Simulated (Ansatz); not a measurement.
# PtSe2 (Sudovikovite) under changes of volume

One of the cells (20.265 Å³/atom); the others are scaled copies at fixed shape and fractional positions:

```
CELL_PARAMETERS angstrom
3.72400 0.00000 0.00000
-1.86200 3.22508 0.00000
0.00000 0.00000 5.06200
ATOMIC_POSITIONS crystal
Pt 0.00000 0.00000 0.00000
Se 0.66667 0.33333 0.75000
Se 0.33333 0.66667 0.25000
```

| Quantity | Value |
| --- | --- |
| Program | Ansatz 0.2.0 |
| Functional | PBEsol |
| Potentials or basis | Ansatz PAW |
| Cutoff | 420 eV (not typed: the program's choice for these potentials) |
| k mesh | 8 × 8 × 5 |
| Occupations | fermi-dirac, width 0.05 eV |
| Spin | no spin polarisation |

```tsv
volume (Å³/atom)	energy over the lowest point (meV/atom)	pressure (GPa)	largest force (eV/Å)
19.049	53.31	12.0	1.209
19.455	27.78	8.3	0.893
19.860	11.00	5.0	0.604
20.265	2.03	2.1	0.339
20.671	0.00	-0.5	0.096
21.076	?	?	?
21.481	13.84	-4.8	0.332
```

Task: What does the run at 21.076 Å³/atom give?

Result: Energy over the lowest point 4.16 meV/atom; pressure -2.8 GPa; largest force 0.127 eV/Å.

Worked out: A Birch-Murnaghan fit of order 3 (a polynomial in V^(-2/3)) to the other rows has its minimum at 20.59 Å³/atom with B0 = V·E''(V) = 127 GPa and B' = 4.8 at fixed shape and positions, which overstates the stiffness. It gives 4.16 meV/atom at 21.076 Å³/atom, against the run's 4.16, and -dE/dV = -2.8 GPa, against -2.8.

Energies are extrapolated to zero smearing.

Caveats: the PAW data sets come from PBE, with cores solved anew for the run's functional, which leaves a small shift of forces and pressure; forces of over 1 eV/Å show positions far from the minimum, so gaps and moduli don't describe the material at rest (some runs).
